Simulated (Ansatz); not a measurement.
**SiC: stable or not**

The cell was found from a structure generator's guess, not taken from experiment.

Theory: DFT PBE, scalar-relativistic, plane waves, PAW in Ansatz 0.2.0. Plane waves to 420 eV, a 6×6×10 mesh through Γ for the 8-atom cell and 0.02 eV Gaussian smearing; no spin polarisation.

```cif
data_structure
_symmetry_space_group_name_H-M 'P4_2/mnm'
_symmetry_Int_Tables_number 136
_cell_length_a 5.3229
_cell_length_b 5.3229
_cell_length_c 3.0926
_cell_angle_alpha 90.000
_cell_angle_beta 90.000
_cell_angle_gamma 90.000
_cell_volume 87.63
loop_
_atom_site_label
_atom_site_type_symbol
_atom_site_symmetry_multiplicity
_atom_site_Wyckoff_symbol
_atom_site_fract_x
_atom_site_fract_y
_atom_site_fract_z
_atom_site_occupancy
Si1 Si 4 f 0.67559 0.67559 0.00000 1
C1 C 4 g 0.81544 0.81544 0.50000 1
```

Formation energies are uncorrected and refer to the elements' standard structures at the same level.

Question: These tests were run: energy against the elements; phonons on a 1×1×2 q mesh; elastic tensor. What do they show?

Answer:

```tsv
test	result
energy against the elements	−0.123 eV/atom
phonons on a 1×1×2 q mesh	no imaginary mode on the mesh
elastic tensor	least eigenvalue 131 GPa
```

It fails none of these tests. Whether a mixture of other phases lies lower isn't tested here.

Kohn–Sham gaps at this level usually fall short of measured ones. The reference form of C is held partly by dispersion forces, which this level lacks. A band path finds a smaller gap than this mesh does: 2.10 eV. The run for the phonons used a 6×6×10 k mesh. The run for the elastic tensor used a 6×6×10 k mesh.
